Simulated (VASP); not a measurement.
# Sn (I4_1/amd) in VASP: notebook

Runs on Sn. Level: PBE. Tasks: single point.

Everything below comes from runs of VASP 6.6.1. Logs are shortened: lines on timing, memory, paths and dates and some standing lists are left out, and cuts for length are marked.

## Step 1: The structure

It takes space group I4_1/amd (No. 141, tetragonal). The conventional cell has a = 5.880 Å, b = 5.880 Å, c = 3.199 Å, α = 90.00°, β = 90.00°, γ = 90.00°. Sn (site symmetry -4m2) is surrounded by 6 Sn at 3.05 to 3.20 Å.

## Step 2: Single point, PBE

Contents of INCAR:

```
SYSTEM = Sn
ALGO = Fast
EDIFF = 1E-6
ENCUT = 520
GGA = PE
ISIF = 2
ISMEAR = -1
LASPH = .True.
LCHARG = .False.
LREAL = .False.
LWAVE = .False.
NBANDS = 21
NELM = 100
PREC = Accurate
SIGMA = 0.05
```

Contents of KPOINTS:

```
k-points
0
Gamma
  9 9 9
  0 0 0
```

Contents of POSCAR:

```
Sn
1.0
   -2.9401404553      2.9401404553      1.5993019889
    2.9401404553     -2.9401404553      1.5993019889
    2.9401404553      2.9401404553     -1.5993019889
Sn
2
Direct
    0.0000000000      0.0000000000      0.0000000000
    0.7500000000      0.2500000000      0.5000000000
```

Potentials or basis: VASP PAW PBE potentials, release 64 (Sn_d).

On the command line:

```bash
cat potpaw_PBE.64/Sn_d/POTCAR > POTCAR
mpirun -np 1 vasp_std > vasp.out
```

OUTCAR:

```text
SYSTEM = Sn
   EDIFF = 1E-6
   ENCUT = 520
   GGA = PE
   ISIF = 2
   ISMEAR = -1
   LASPH = .True.
   LREAL = .False.
   NELM = 100
   PREC = Accurate

 ion  position               nearest neighbor table
   1  0.000  0.000  0.000-   2 3.05   2 3.05   2 3.05   2 3.05
   2  0.750  0.250  0.500-   1 3.05   1 3.05   1 3.05   1 3.05

  LATTYP: Found a body centered tetragonal cell.
 ALAT       =     5.8802809106
 C/A-ratio  =     0.5439542815

  Lattice vectors:

 A1 = (  -2.9401404553,   2.9401404553,   1.5993019889)
 A2 = (   2.9401404553,  -2.9401404553,   1.5993019889)
 A3 = (   2.9401404553,   2.9401404553,  -1.5993019889)

Analysis of symmetry for initial positions (statically):
=====================================================================
 Subroutine PRICEL returns:
 Original cell was already a primitive cell.

 Routine SETGRP: Setting up the symmetry group for a
 body centered tetragonal supercell.

 Subroutine GETGRP returns: Found 16 space group operations
 (whereof  8 operations were pure point group operations)
 out of a pool of 16 trial point group operations.

The static configuration has the point symmetry D_2d.
 The point group associated with its full space group is D_4h.

Analysis of symmetry for dynamics (positions and initial velocities):
=====================================================================
 Subroutine PRICEL returns:
 Original cell was already a primitive cell.

 Routine SETGRP: Setting up the symmetry group for a
 body centered tetragonal supercell.

 Subroutine GETGRP returns: Found 16 space group operations
 (whereof  8 operations were pure point group operations)
 out of a pool of 16 trial point group operations.

The dynamic configuration has the point symmetry D_2d.
 The point group associated with its full space group is D_4h.

 Subroutine INISYM returns: Found 16 space group operations
 (whereof  8 operations are pure point group operations),
 and found     1 'primitive' translations

----------------------------------------------------------------------------------------

                                     Primitive cell

  volume of cell :      55.3002

  direct lattice vectors                    reciprocal lattice vectors
    -2.940140455  2.940140455  1.599301989     0.000000000  0.170059903  0.312636390
     2.940140455 -2.940140455  1.599301989     0.170059903  0.000000000  0.312636390
     2.940140455  2.940140455 -1.599301989     0.170059903  0.170059903  0.000000000

  length of vectors
     4.454954393  4.454954393  4.454954393     0.355895888  0.355895888  0.240501021

  position of ions in fractional coordinates (direct lattice)
     0.000000000  0.000000000  0.000000000
     0.750000000  0.250000000  0.500000000

  ion indices of the primitive-cell ions
   primitive index   ion index
                 1           1
                 2           2

----------------------------------------------------------------------------------------

 KPOINTS: k-points

Automatic generation of k-mesh.
 Grid dimensions read from file:
 generate k-points for:    9    9    9

 Generating k-lattice:

  Cartesian coordinates                     Fractional coordinates (reciprocal lattice)
     0.000000000  0.018895545  0.034737377     0.111111111 -0.000000000  0.000000000
     0.018895545  0.000000000  0.034737377    -0.000000000  0.111111111  0.000000000
     0.018895545  0.018895545  0.000000000     0.000000000  0.000000000  0.111111111

  Length of vectors
     0.039543988  0.039543988  0.026722336

  Shift w.r.t. Gamma in fractional coordinates (k-lattice)
     0.000000000  0.000000000  0.000000000

 Subroutine IBZKPT returns following result:
 ===========================================

 Found     75 irreducible k-points:

 Following reciprocal coordinates:
            Coordinates               Weight
  0.000000  0.000000  0.000000      1.000000
  0.111111 -0.000000  0.000000      8.000000
  0.222222 -0.000000  0.000000      8.000000
  0.333333 -0.000000  0.000000      8.000000
  0.444444 -0.000000  0.000000      8.000000
  0.111111  0.111111  0.000000      8.000000
[... 16 lines left out ...]
 -0.333333  0.333333  0.000000      4.000000
  0.444444  0.444444 -0.000000      8.000000
 [... further k-points ...]
   k-points           NKPTS =     75   k-points in BZ     NKDIM =     75   number of bands    NBANDS=     21
   number of dos      NEDOS =    301   number of ions     NIONS =      2
   total plane-waves  NPLWV =  46656
   dimension x,y,z NGX =    36 NGY =   36 NGZ =   36
   dimension x,y,z NGXF=    72 NGYF=   72 NGZF=   72
   ions per type =               2
   NGX,Y,Z   is equivalent  to a cutoff of  13.43, 13.43, 13.43 a.u.
   NGXF,Y,Z  is equivalent  to a cutoff of  26.87, 26.87, 26.87 a.u.
 SYSTEM =  Sn
   PREC   = accura    normal or accurate (medium, high low for compatibility)
   ISTART =      0    job   : 0-new  1-cont  2-samecut
   ICHARG =      2    charge: 1-file 2-atom 10-const
   ISPIN  =      1    spin polarized calculation?
   LNONCOLLINEAR =      F non collinear calculations
   LSORBIT =      F    spin-orbit coupling
   LASPH  =      T    aspherical Exc in radial PAW
   ENCUT  =  520.0 eV  38.22 Ry    6.18 a.u.   8.28  8.28  8.28*2*pi/ulx,y,z
   NELM   =    100;   NELMIN=  2; NELMDL= -5     # of ELM steps
   EDIFF  = 0.1E-05   stopping-criterion for ELM
   LREAL  =      F    real-space projection
   EDIFFG = 0.1E-04   stopping-criterion for IOM
   NSW    =      0    number of steps for IOM
   IBRION =     -1    ionic relax: 0-MD 1-quasi-New 2-CG
   NFREE  =      0    steps in history (QN), initial steepest desc. (CG)
   ISIF   =      2    stress and relaxation
   ISYM   =      2    0-nonsym 1-usesym 2-fastsym
   POTIM  = 0.5000    time-step for ionic-motion
   TEBEG  =    0.0;   TEEND  =   0.0 temperature during run
   PSTRESS=    0.0 pullay stress
   NELECT =      28.0000    total number of electrons
   NUPDOWN=      -1.0000    fix difference up-down
   EMIN   =  10.00;   EMAX   =-10.00  energy-range for DOS
   EFERMI =   0.00;   METHOD = LEGACY
   ISMEAR =    -1;   SIGMA  =   0.05  broadening in eV -4-tet -1-fermi 0-gaus
   EFERMI_NEDOS =   21; number of points for ismear=-14 and -15
   IALGO  =     68    algorithm
   IMIX   =      4    mixing-type and parameters
     AMIX     =   0.40;   BMIX     =  1.00
     AMIX_MAG =   1.60;   BMIX_MAG =  1.00
  volume/ion in A,a.u.               =      27.65       186.59
  Fermi-wavevector in a.u.,A,eV,Ry     =   1.304824  2.465760 23.164816  1.702566
  Thomas-Fermi vector in A             =   2.435734
   LORBIT       =      0    0 simple, 1 ext, 2 COOP (PROOUT), +10 PAW based schemes
   GGA     = PE    functional components
   LHFCALC =     F    Hartree Fock is set to
   AEXX    =    0.0000 exact exchange contribution
   IVDW    =     0    specifies the selected vdW correction
   LEPSILON=     F    determine dielectric tensor
   LRPA    =     F    only Hartree local field effects (RPA)
 non-spin polarized calculation
 RMM-DIIS sequential band-by-band and
  energy-cutoff  :      520.00
  volume of cell :       55.30
 maximum number of plane-waves:      1507
 NGX is ok and might be reduce to    36
   NGX = 17   NGY = 17   NGZ = 17

 number of electron      27.9999989 magnetization

 Free energy of the ion-electron system (eV)
  ---------------------------------------------------
  ext. energy  EPLUGINS =         0.00000000
  ---------------------------------------------------
  free energy    TOTEN  =        -7.60120985 eV

  energy without entropy =       -7.59373879  energy(sigma->0) =       -7.59747432

 E-fermi :   7.7571     XC(G=0): -10.2174

 val. band max:        7.7388475433   @ k =   0.4444   0.3333   0.0000
 cond. band min:       7.7577295935   @ k =  -0.2222  -0.2222   0.1111
 fundamental gap:      0.0188820502
 Fermi energy:         7.7571059224

 k-point     1 :       0.0000    0.0000    0.0000
  band No.  band energies     occupation
      1     -13.8844      2.00000
      2     -13.8084      2.00000
      3     -13.7640      2.00000
      4     -13.7559      2.00000
      5     -13.6138      2.00000
      6     -13.6138      2.00000
[... 13 lines left out ...]
     20      17.4944      0.00000
     21      18.1663      0.00000

 k-point     2 :       0.1111   -0.0000    0.0000
  band No.  band energies     occupation
      1     -13.8771      2.00000
      2     -13.7853      2.00000
      3     -13.7558      2.00000
      4     -13.7296      2.00000
      5     -13.6292      2.00000
      6     -13.6254      2.00000
[... 13 lines left out ...]
     20      16.6258      0.00000
     21      16.7201      0.00000

 k-point     3 :       0.2222   -0.0000    0.0000
  band No.  band energies     occupation
      1     -13.8566      2.00000
      2     -13.7357      2.00000
      3     -13.7352      2.00000
      4     -13.6885      2.00000
      5     -13.6590      2.00000
      6     -13.6240      2.00000
[... 13 lines left out ...]
     20      15.1634      0.00000
     21      16.1558      0.00000

 k-point     4 :       0.3333   -0.0000    0.0000
  band No.  band energies     occupation
      1     -13.8331      2.00000
      2     -13.7202      2.00000
      3     -13.7122      2.00000
      4     -13.7016      2.00000
      5     -13.6777      2.00000
      6     -13.6441      2.00000
[... 13 lines left out ...]
     20      14.3591      0.00000
     21      17.0996      0.00000

 k-point     5 :       0.4444   -0.0000    0.0000
  band No.  band energies     occupation
      1     -13.8164      2.00000
      2     -13.7407      2.00000
      3     -13.7289      2.00000
      4     -13.6956      2.00000
      5     -13.6664      2.00000
      6     -13.6587      2.00000
[... 13 lines left out ...]
     20      16.5045      0.00000
     21      17.8930      0.00000
[... 382 lines left out ...]
     20      17.9077      0.00000
     21      18.5562      0.00000

 k-point    22 :      -0.4444    0.3333   -0.0000
  band No.  band energies     occupation
      1     -13.7970      2.00000
      2     -13.7789      2.00000
      3     -13.7785      2.00000
      4     -13.6862      2.00000
      5     -13.6765      2.00000
      6     -13.6075      2.00000
[... 13 lines left out ...]
     20      18.6001      0.00000
     21      19.5037      0.00000

 k-point    23 :      -0.3333    0.3333    0.0000
  band No.  band energies     occupation
      1     -13.8155      2.00000
      2     -13.8042      2.00000
      3     -13.7925      2.00000
      4     -13.6992      2.00000
      5     -13.6608      2.00000
      6     -13.5972      2.00000
[... 13 lines left out ...]
     20      17.3964      0.00000
     21      17.4815      0.00000

 k-point    24 :       0.4444    0.4444   -0.0000
  band No.  band energies     occupation
      1     -13.7907      2.00000
      2     -13.7901      2.00000
      3     -13.7320      2.00000
      4     -13.7302      2.00000
      5     -13.6409      2.00000
      6     -13.6343      2.00000
[... 13 lines left out ...]
     20      18.4365      0.00000
     21      18.9036      0.00000

 [... further k-points ...]

------------------------ aborting loop because EDIFF is reached ----------------------------------------

  FORCE on cell =-STRESS in cart. coord.  units (eV):
  Direction    XX          YY          ZZ          XY          YZ          ZX
  --------------------------------------------------------------------------------------
  -------------------------------------------------------------------------------------
  Total        0.5141894      0.5141894      0.3633030      0.0000000      0.0000000      0.0000000
  in kB       14.8972837     14.8972837     10.5257478      0.0000000      0.0000000      0.0000000
  external PRESSURE =      13.4401051 kB  Pullay stress =       0.0000000 kB

 VOLUME and BASIS-vectors are now :
 -----------------------------------------------------------------------------
  energy-cutoff  :      520.00
  volume of cell :       55.30
      direct lattice vectors                 reciprocal lattice vectors
    -2.940140455  2.940140455  1.599301989     0.000000000  0.170059903  0.312636390
     2.940140455 -2.940140455  1.599301989     0.170059903  0.000000000  0.312636390
     2.940140455  2.940140455 -1.599301989     0.170059903  0.170059903  0.000000000

 POSITION                                       TOTAL-FORCE (eV/Angst)
 -----------------------------------------------------------------------------------
      0.00000      0.00000      0.00000        -0.000000      0.000000     -0.000000
      0.00000      2.94014      0.79965         0.000000     -0.000000      0.000000
 -----------------------------------------------------------------------------------
    total drift:                               -0.000000      0.000000     -0.000000

  FREE ENERGIE OF THE ION-ELECTRON SYSTEM (eV)
  ---------------------------------------------------
  free  energy   TOTEN  =        -7.6012098456 eV

  energy  without entropy=       -7.5937387920  energy(sigma->0) =       -7.59747432
```

It took 1.8 min on 1 thread of Intel Xeon Platinum 8488C (Sapphire Rapids), shared host; peak memory 0.24 GiB.

Results:

| Quantity | Value |
| --- | --- |
| Free energy | -7.6012 eV |
| Pressure | 1.3 GPa |
| Band gap on the k mesh | none (metal or under the smearing width) |

Levels at points of the mesh, in eV from the Fermi level:
```tsv
k point	band 10	band 11	band 12	band 13	band 14	band 15	band 16	band 17	band 18	band 19
(0.00, 0.00, 0.00)	-21.17	-11.01	-3.71	-1.94	-1.94	2.99	6.11	6.11	6.73	6.83
```

## Step 3: Single point, PBE

Contents of INCAR:

```
  PREC = Accurate
  ENCUT = 520
  EDIFF = 1E-6
  ISMEAR = -1
  SIGMA = 0.05
  LREAL = False
  LASPH = True
  NELM = 100
  ALGO = Fast
  ISIF = 2
  LWAVE = False
  LCHARG = False
  GGA = PE
  NBANDS = 21
```

Contents of KPOINTS:

```
Automatic mesh
0
Gamma
  5 5 5
```

Contents of POSCAR:

```
Sn
1.0
   -2.9401404553      2.9401404553      1.5993019889
    2.9401404553     -2.9401404553      1.5993019889
    2.9401404553      2.9401404553     -1.5993019889
Sn
2
Direct
   -0.0168590000     -0.0107290000     -0.0108660000
    0.7544840000      0.2688060000      0.5166590000
```

Potentials or basis: VASP PAW PBE potentials, release 64 (Sn_d).

On the command line:

```bash
cat potpaw_PBE.64/Sn_d/POTCAR > POTCAR
mpirun -np 1 vasp_std > vasp.out
```

Run time: 87 s. Hardware: 1 thread of Intel Xeon Platinum 8488C (Sapphire Rapids), shared host; peak memory 0.23 GiB.

Results (log left out):

* Free energy: -7.5928 eV
* Pressure: 2.1 GPa
* Largest force: 0.407 eV/Å
* Band gap on the k mesh: none (metal or under the smearing width)

Forces on the atoms (eV/Å):
```
Sn   0.361  0.181  0.044
Sn  -0.361 -0.181 -0.044
```

Stress tensor (GPa, compression positive):
```
 4.51 -0.08  0.64
-0.08  3.38 -0.15
 0.64 -0.15 -1.73
```

Levels at points of the mesh, in eV from the Fermi level:
```
           k point  band 11  band 12  band 13  band 14  band 15  band 16  band 17  band 18
(0.00, 0.00, 0.00)   -10.95    -3.63    -1.89    -1.84     3.00     6.19     6.26     6.79
```

Caveat: the k mesh is coarse (spacing up to 0.45 Å⁻¹), so the values aren't converged.
